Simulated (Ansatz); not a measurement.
**A Si vacancy next to a Si vacancy in diamond Si, 62 atoms, charge −1**

All numbers come from Ansatz (PAW, plane waves, no spin–orbit coupling) at the single k point (¼, ¼, ¼) without its symmetry partners. The atoms were relaxed with PBEsol in a fixed cell; other functionals are single points on those atoms unless said otherwise. The valence top and gap of the host come from its small cell on a dense mesh, with the band extrema sought between the mesh points, lined up by the mean potential, PBEsol gap 0.46 eV, r²SCAN gap 0.76 eV. The charge correction uses an assumed dielectric constant of 11.7.

Cell: a = 10.866 Å, b = 10.866 Å, c = 10.866 Å, α = 90.00°, β = 90.00°, γ = 90.00°.

Nearest atoms after relaxation, from the placed atom (for vacancies from the middle of the vacant sites): Si at 2.75 Å, Si at 2.75 Å, Si at 2.76 Å, Si at 2.76 Å, Si at 2.83 Å, Si at 2.84 Å.

Chemical potentials μ are those of reference phases of the elements at zero temperature by the same functional (the usual solids, diamond for C, grey Sn, and the molecules H2, N2, O2, F2, Cl2, Br2 and S8).

```tsv
functional	E(defect) − E(host) − Σ nμ + q·E_VBM (eV)	monopole (eV)	alignment (eV)	formation energy at E_F = VBM (eV)	moment (μB)	wall time, shared host
PBEsol	5.42	0.16	0.22	5.80	3.0	81 s on NVIDIA H100 (relaxation)
r²SCAN	5.87	0.16	0.22	6.25	3.0	57 s on NVIDIA H100
```

Q: How does the monopole term follow by hand for this cubic cell?

A: q²·α·e²/(4πε₀)/(2εL) with the Madelung constant α = 2.837 and e²/4πε₀ = 14.40 eV·Å: 1 × 2.837 × 14.40 / (2 × 11.7 × 10.866) = 0.16 eV.

r²SCAN one-electron levels near the gap (the ten most localised at most), from the host's valence top, not corrected for the charge's images:

```tsv
level (eV)	spin	filling	atoms sharing it	element of the atom with most weight
0.05	up	1.00	15.6	Si
0.24	up	1.00	21.0	spread
0.27	up	1.00	15.4	Si
0.45	up	0.00	19.6	spread
0.79	down	0.00	15.3	Si
0.89	down	0.00	14.0	Si
0.89	down	0.00	20.8	spread
0.97	down	0.00	18.5	Si
1.04	up	0.00	61.4	spread
```

One k point and a cell of this size can leave errors of several tenths of an eV in such numbers.
